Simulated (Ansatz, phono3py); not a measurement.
# Heat carried by phonons in RbCl (Fm-3m), part 4 of 4

Wanted: κ(T), lifetimes and mean free paths for RbCl.

Measurements to reproduce:
- thermal conductivity 2.8 W/m/K near room temperature (given in “Combining the AFLOW GIBBS and Elastic Libraries to efficiently and robustly screen thermo-mechanical properties of solids”, 2017, arXiv:1611.05714)

Ansatz 0.2.0; DFT LDA, scalar-relativistic, plane waves, PAW; PAW set soft_1.

So far, κ at 300 K (relaxation time) (W/m/K): step 6 (a cheap rung, k-mesh 6×6×6, q-mesh of the transport sums …) 5.59. Also highest frequency (cm⁻¹): step 6 183. The relaxed cell has a = 6.377 Å (conventional setting).

The database entry behind the starting cell differs from later determinations by our own check (about 0.5 % short), so it need not match the best structure at ambient conditions.

## 7. Third-order constants on small settings, k-mesh 4×4×4, q-mesh of the transport sums 17×17×17

A small supercell and a short cutoff cost little, and show how far such settings carry.

The input, input.yaml:

```yaml
crystal:
  lattice:
    - [0.0, 3.1886499152, 3.1886499152]
    - [3.1886499152, 0.0, 3.1886499152]
    - [3.1886499152, 3.1886499152, 0.0]
  atoms:
    - { symbol: Rb, position: [0.0, 0.0, 0.0] }
    - { symbol: Cl, position: [0.5, 0.5, 0.5] }
kpoints:
  mp_grid: { grid: [4, 4, 4] }
hamiltonian:
  xc: lda
  pseudopotentials: { kind: paw, azcp: { folder: soft_1 }, xc_functional: pbe }
scf:
  occupations: { method: fixed }
  lower_state_search: "off"
output:
  eigenvalues: true
phonons:
  method: fd
  dielectric: true
  qmesh: [4, 4, 4]
  temperatures: { t_max: 1000, t_step: 50 }
  qpath:
    path:
      - [[0.0, 0.0, 0.0], [0.5, 0.0, 0.5], [0.625, 0.25, 0.625]]
      - [[0.375, 0.375, 0.75], [0.0, 0.0, 0.0], [0.5, 0.5, 0.5], [0.5, 0.25, 0.75], [0.5, 0.0, 0.5]]
    npoints: 10
  third_order: { supercell: [2, 2, 2], pair_cutoff: 3.339 }
  lattice_thermal_conductivity:
    qmesh: [17, 17, 17]
    temperatures: [100.0, 150.0, 200.0, 300.0, 400.0, 500.0]
    isotope_mass_variance:
      - { species: Cl, variance: 0.0005827 }
      - { species: Rb, variance: 0.0001097 }
```

Command:

```console
$ ansatz run input.yaml --threads 8 --pin off --max-ram 19456MiB --backend cpu --events-out ev --progress --plain --runs-dir out
```

Numbers of over 12 decimals in the logs are rounded to 6 here.

Output:

```text
[...]
Crystal: 8 atoms, lattice volume = 259.364 Å³
Basis set: ecut = 420 eV, 5065 PW (Γ), FFT grids on a1, a2, −2a1−2a2+a3
Bands: 40, of which v1, the nominal top of the filled ones, is band 32 counted from 1 (31 counted from 0)
Symmetry: 32 space group operations
k-points: 9 of 16
[...]
SCF iter   1: F=—  HF=-16875.077883 eV  |F-HF|=—  |Δ(HF+E_count)|=         —  Δρ=4.81e-8  dr2=3.79e-12  ethr=1.00e-12  ⟨swp⟩=3.0  Hψ=980  notcnv=0
[...]
SCF iter   2: F=-16875.077883 eV  HF=-16875.077883 eV  |F-HF|=3.64e-12  |Δ(HF+E_count)|=  3.64e-12  Δρ=2.26e-8  dr2=3.76e-13  ethr=1.00e-12  ⟨swp⟩=4.0  Hψ=1037  notcnv=0
SCF 1 converged in 2 iterations: F = -16875.077883 eV  dr2 = 3.76e-13
[...]
Crystal: 2 atoms, lattice volume = 64.841 Å³
Basis set: ecut = 420 eV, 1243 PW (Γ), exchange–correlation on 64×64×64 points (8 copies of the dense FFT grid, shifted against one another)
Bands: 12, of which v1, the nominal top of the filled ones, is band 8 counted from 1 (7 counted from 0)
Symmetry: 48 space group operations
k-points: 13 of 64 (irreducible under 8 space group operations, time reversal used)
[...]
SCF iter   3: F=-4218.769471 eV  HF=-4218.769471 eV  |F-HF|=2.82e-11  |Δ(HF+E_count)|=  5.18e-11  Δρ=2.12e-7  dr2=3.43e-11  ethr=1.00e-12  ⟨swp⟩=5.4  Hψ=826  notcnv=0
SCF 2 converged in 3 iterations: F = -4218.769471 eV  dr2 = 3.43e-11
[...]
Symmetry: 1 space group operations
k-points: 10 of 16 (time reversal used)
[...]
SCF iter   7: F=-16875.077876 eV  HF=-16875.077876 eV  |F-HF|=3.64e-12  |Δ(HF+E_count)|=  3.64e-12  Δρ=1.63e-8  dr2=7.40e-13  ethr=1.00e-12  ⟨swp⟩=6.0  Hψ=1800  notcnv=0
SCF 3 converged in 7 iterations: F = -16875.077876 eV  dr2 = 7.40e-13
[...]
SCF iter   7: F=-16875.077876 eV  HF=-16875.077876 eV  |F-HF|=3.64e-12  |Δ(HF+E_count)|=  3.64e-12  Δρ=1.33e-8  dr2=7.76e-13  ethr=1.00e-12  ⟨swp⟩=6.0  Hψ=1791  notcnv=0
SCF 4 converged in 7 iterations: F = -16875.077876 eV  dr2 = 7.76e-13
Basis set: ecut = 420 eV, 5031 PW (Γ), FFT grids on a1, a2, −a1+2a2+a3
Symmetry: 16 space group operations
k-points: 7 of 16
SCF iter   1: F=—  HF=-16875.077883 eV  |F-HF|=—  |Δ(HF+E_count)|=         —  Δρ=4.72e-8  dr2=3.31e-12  ethr=1.00e-12  ⟨swp⟩=3.0  Hψ=765  notcnv=0
[...]
SCF iter   2: F=-16875.077883 eV  HF=-16875.077883 eV  |F-HF|=0.00e0  |Δ(HF+E_count)|=    0.00e0  Δρ=2.28e-8  dr2=3.63e-13  ethr=1.00e-12  ⟨swp⟩=4.0  Hψ=791  notcnv=0
SCF 5 converged in 2 iterations: F = -16875.077883 eV  dr2 = 3.63e-13
Symmetry: 2 space group operations
k-points: 7 of 16 (time reversal used)
[...]
SCF iter   7: F=-16875.077876 eV  HF=-16875.077876 eV  |F-HF|=3.64e-12  |Δ(HF+E_count)|=    0.00e0  Δρ=1.77e-8  dr2=7.79e-13  ethr=1.00e-12  ⟨swp⟩=6.0  Hψ=1260  notcnv=0
SCF 6 converged in 7 iterations: F = -16875.077876 eV  dr2 = 7.79e-13
[...]
SCF iter   7: F=-16875.077876 eV  HF=-16875.077876 eV  |F-HF|=7.28e-12  |Δ(HF+E_count)|=    0.00e0  Δρ=1.44e-8  dr2=6.94e-13  ethr=1.00e-12  ⟨swp⟩=6.0  Hψ=1797  notcnv=0
SCF 7 converged in 7 iterations: F = -16875.077876 eV  dr2 = 6.94e-13
[...]
SCF iter   7: F=-16875.077876 eV  HF=-16875.077876 eV  |F-HF|=3.64e-12  |Δ(HF+E_count)|=  3.64e-12  Δρ=1.38e-8  dr2=7.73e-13  ethr=1.00e-12  ⟨swp⟩=6.0  Hψ=1233  notcnv=0
SCF 8 converged in 7 iterations: F = -16875.077876 eV  dr2 = 7.73e-13
[...]
SCF 9 converged in 3 iterations: F = -16875.077876 eV  dr2 = 1.89e-12
[...]
SCF 10 converged in 7 iterations: F = -16875.077877 eV  dr2 = 8.41e-13
[...]
SCF 11 converged in 3 iterations: F = -16875.077877 eV  dr2 = 1.74e-12
Basis set: ecut = 420 eV, 5075 PW (Γ), FFT grids on a1, a2, −2a1+2a2+a3
Symmetry: 64 space group operations
k-points: 6 of 16
[...]
SCF iter   7: F=-33750.152872 eV  HF=-33750.152872 eV  |F-HF|=4.37e-11  |Δ(HF+E_count)|=  2.47e-10  Δρ=1.63e-7  dr2=1.84e-10  ethr=1.00e-12  ⟨swp⟩=5.0  Hψ=1746  notcnv=0
SCF 35 converged in 7 iterations: F = -33750.152872 eV  dr2 = 1.84e-10
[...]
SCF iter   6: F=-33750.154991 eV  HF=-33750.154991 eV  |F-HF|=1.24e-10  |Δ(HF+E_count)|=   1.08e-9  Δρ=1.54e-7  dr2=1.49e-10  ethr=1.00e-12  ⟨swp⟩=5.0  Hψ=1800  notcnv=0
SCF 36 converged in 6 iterations: F = -33750.154991 eV  dr2 = 1.49e-10
[...]
SCF iter   7: F=-33750.153874 eV  HF=-33750.153874 eV  |F-HF|=6.55e-11  |Δ(HF+E_count)|=  1.53e-10  Δρ=2.34e-7  dr2=3.70e-10  ethr=1.00e-12  ⟨swp⟩=5.2  Hψ=2420  notcnv=0
SCF 37 converged in 7 iterations: F = -33750.153874 eV  dr2 = 3.70e-10
[...]
SCF iter   7: F=-33750.154243 eV  HF=-33750.154243 eV  |F-HF|=5.82e-11  |Δ(HF+E_count)|=  5.38e-10  Δρ=1.90e-7  dr2=2.54e-10  ethr=1.00e-12  ⟨swp⟩=5.0  Hψ=1796  notcnv=0
SCF 38 converged in 7 iterations: F = -33750.154243 eV  dr2 = 2.54e-10
[...]
SCF iter   7: F=-33750.153517 eV  HF=-33750.153517 eV  |F-HF|=1.16e-10  |Δ(HF+E_count)|=  4.95e-10  Δρ=2.33e-7  dr2=3.68e-10  ethr=1.00e-12  ⟨swp⟩=5.2  Hψ=1801  notcnv=0
SCF 39 converged in 7 iterations: F = -33750.153517 eV  dr2 = 3.68e-10
[...]
SCF iter   7: F=-33750.153816 eV  HF=-33750.153816 eV  |F-HF|=1.02e-10  |Δ(HF+E_count)|=  4.73e-10  Δρ=1.66e-7  dr2=1.68e-10  ethr=1.00e-12  ⟨swp⟩=5.0  Hψ=2358  notcnv=0
SCF 40 converged in 7 iterations: F = -33750.153816 eV  dr2 = 1.68e-10
[...]
SCF iter   7: F=-33750.154209 eV  HF=-33750.154209 eV  |F-HF|=8.73e-11  |Δ(HF+E_count)|=  2.55e-10  Δρ=1.54e-7  dr2=1.43e-10  ethr=1.00e-12  ⟨swp⟩=5.0  Hψ=1755  notcnv=0
SCF 41 converged in 7 iterations: F = -33750.154209 eV  dr2 = 1.43e-10
[...]
SCF iter   7: F=-33750.153874 eV  HF=-33750.153874 eV  |F-HF|=6.55e-11  |Δ(HF+E_count)|=  5.53e-10  Δρ=1.94e-7  dr2=2.64e-10  ethr=1.00e-12  ⟨swp⟩=5.0  Hψ=2357  notcnv=0
SCF 42 converged in 7 iterations: F = -33750.153874 eV  dr2 = 2.64e-10
[...]
SCF iter   7: F=-33750.153823 eV  HF=-33750.153823 eV  |F-HF|=7.28e-11  |Δ(HF+E_count)|=  1.31e-10  Δρ=1.63e-7  dr2=1.79e-10  ethr=1.00e-12  ⟨swp⟩=5.0  Hψ=2341  notcnv=0
SCF 43 converged in 7 iterations: F = -33750.153823 eV  dr2 = 1.79e-10
[...]
SCF iter   7: F=-33750.153415 eV  HF=-33750.153415 eV  |F-HF|=2.91e-11  |Δ(HF+E_count)|=  6.04e-10  Δρ=1.97e-7  dr2=2.73e-10  ethr=1.00e-12  ⟨swp⟩=5.2  Hψ=1769  notcnv=0
SCF 44 converged in 7 iterations: F = -33750.153415 eV  dr2 = 2.73e-10
SCF converged after 2 iterations
Free energy (F): -16875.077883 eV
[...]
Internal energy: -16875.077883 eV  (E = F + TS)
E sigma→0 (E₀):  -16875.077883 eV
Fermi energy:    1.407669 eV
[...]
--- Band table (eV; the first three rows and the last of 9) ---
  k-point 0: bands = [... 28 lower, 1.3153, 1.4077, 1.4077, 1.4077, 6.2577, 7.1602, 8.7739, 8.7739, ... 4 higher]
  k-point 1: bands = [... 28 lower, 1.1713, 1.1713, 1.1713, 1.1713, 7.6675, 7.6675, 8.1791, 8.1791, ... 4 higher]
  k-point 2: bands = [... 28 lower, 1.3358, 1.3358, 1.3358, 1.3358, 7.7330, 7.7330, 7.9048, 7.9048, ... 4 higher]
  k-point 8: bands = [... 28 lower, 1.1641, 1.1641, 1.1641, 1.1641, 8.8431, 8.8431, 8.8431, 8.8431, ... 4 higher]
--- Phonons: 15 displaced members + 5 references (amplitude of the first 0.0025 Å, Σ member SCF iterations 93) ---
  ASR residual: 2.406e-4 → 0.000e0 eV/Å²; symmetrization residual: 1.039e-4 eV/Å²
  largest component of a force at the reference: 1.6e-29 eV/Å
  ASR residual per site (eV/Å²): 2.83e-5 2.41e-4
  Γ frequencies (cm⁻¹): 0.00 0.00 0.00 131.75 131.75 131.75
[...]
ε∞ (high-frequency dielectric tensor):
        2.514064    -0.000000    -0.000000
        0.000000     2.514064    -0.000000
        0.000000    -0.000000     2.514064
[...]
Born effective charges Z* (e; rows j = field, columns β = displacement):
    site 0:
         1.15778   -0.00000    0.00000
        -0.00000    1.15778   -0.00000
        -0.00000   -0.00000    1.15778
    site 1:
        -1.15778    0.00000    0.00000
         0.00000   -1.15778    0.00000
         0.00000    0.00000   -1.15778
  Z* charge neutrality: 7.009e-6 e pre-enforcement
[...]
optical modes at Γ without the LO–TO term, one row a degenerate level:
      ω (cm⁻¹)  modes    IR ((D/Å)²/amu)
        131.75      3             3.7026
  optical modes at Γ + LO–TO along q̂ = [1.0000, 0.0000, 0.0000]:
      ω (cm⁻¹)  modes    IR ((D/Å)²/amu)
        131.75      2             2.4684
        183.05      1             1.2342
  optical modes at Γ + LO–TO along q̂ = [0.0000, 1.0000, 0.0000]:
      ω (cm⁻¹)  modes    IR ((D/Å)²/amu)
        131.75      2             2.4684
        183.05      1             1.2342
  optical modes at Γ + LO–TO along q̂ = [0.0000, 0.0000, 1.0000]:
      ω (cm⁻¹)  modes    IR ((D/Å)²/amu)
        131.75      2             2.4684
        183.05      1             1.2342
--- Phonons (by wavevector): 8 wavevectors in 5 supercells ---
  supercell 1 (4 cells, vectors [1, 0, 0], [-1, 1, 1], [0, 0, 4] in multiples of the cell's): 2 displaced members by 0.0025 Å; free energy -16875.077883 eV; taken off its force constants: by the sum rule 1.8e-4, by the symmetrisation 7.4e-5 eV/Å²
[...]
q = [0.0000, 0.0000, 0.0000] (star 1, supercell 1; hermiticity 2.00e-22, symmetrization 1.46e-5): -0.00 -0.00 0.00 131.75 131.75 131.75
[...]
joined force constants: q→R imaginary residual 5.13e-18
[...]
38 force-constant blocks with the first atom in the home cell, fitted with 6 parameters over 4 symmetry orbits; no atom triplet left out
[...]
100.00           18.4530         18.6311           7          converged          6.889e-1
      150.00           11.8321         11.9691           8          converged          6.532e-1
      200.00            8.7775          8.8924           8          converged          6.353e-1
      300.00            5.8328          5.9206           8          converged          6.160e-1
      400.00            4.3880          4.4592           9          converged          5.950e-1
      500.00            3.5275          3.5874           9          converged          5.889e-1
```

Run time: 54 s. Hardware: 8 threads of Arm Neoverse V1, shared host; peak memory 1.6 GiB.

Numbers from this step:

| Property | Result |
| --- | --- |
| zero-point energy | 0.03760 eV/cell |
| κ at 300 K (relaxation time) | 5.833 W/m/K |
| κ at 300 K (full solution) | 5.921 W/m/K |
| mean free path at half of κ | 23.9 nm |
| share of κ above the three lowest branches | 0.03 |
| largest relative sum-rule correction | 0.02774 |

W/m/K. Kappa, by row:

```
T (K)  RTA xx  RTA yy  RTA zz  full xx  full yy  full zz  coherence part xx  coherence part yy  coherence part zz     ending  iterations  least Ritz value
  100   18.45   18.45   18.45    18.63    18.63    18.63            0.02056            0.02056            0.02056  converged           7             0.689
  150   11.83   11.83   11.83    11.97    11.97    11.97            0.02695            0.02695            0.02695  converged           8             0.653
  200   8.778   8.778   8.778    8.892    8.892    8.892            0.03199            0.03199            0.03199  converged           8             0.635
  300   5.833   5.833   5.833    5.921    5.921    5.921            0.04078            0.04078            0.04078  converged           8             0.616
  400   4.388   4.388   4.388    4.459    4.459    4.459            0.04862            0.04862            0.04862  converged           9             0.595
  500   3.528   3.528   3.528    3.587    3.587    3.587            0.05568            0.05568            0.05568  converged           9             0.589
```

This rung gives 5.83 W/(m K) at 300 K by relaxation time, but with 16 atoms, 1 neighbour distance inside the cutoff and a 17×17×17 mesh it is a test, not the conductivity of the crystal.

## 8. The ladder

Ladder, by row:

```
cells or q mesh  k mesh  pair cutoff  atoms in the supercell  q-mesh of the transport sums  κ at 300 K (relaxation time) (W/m/K)  κ at 300 K (full solution) (W/m/K)  core-minutes
          2x2x2   6x6x6        3.339                      16                      11×11×11                                 5.594                               5.662          14.8
          4x4x4   4x4x4        3.339                      16                      17×17×17                                 5.833                               5.921           6.6
```

## 9. Outcome

| Quantity | Value |
| --- | --- |
| conductivity | not obtained on sound settings |

**Reading.** No conductivity was obtained: no run with a large enough supercell and cutoff finished.

[Logs are printed without paths, hosts, clocks, repeated set-up lines and the standing remarks that a program may print on its own settings, such as how far it seeks lower states.]

[Hosts, paths, dates, database ids (printed as entryN), source tags and the programs' standing remarks are cut or masked in the printed files.]

[A step with changed settings may run another functional than the one named; its input shows which.]
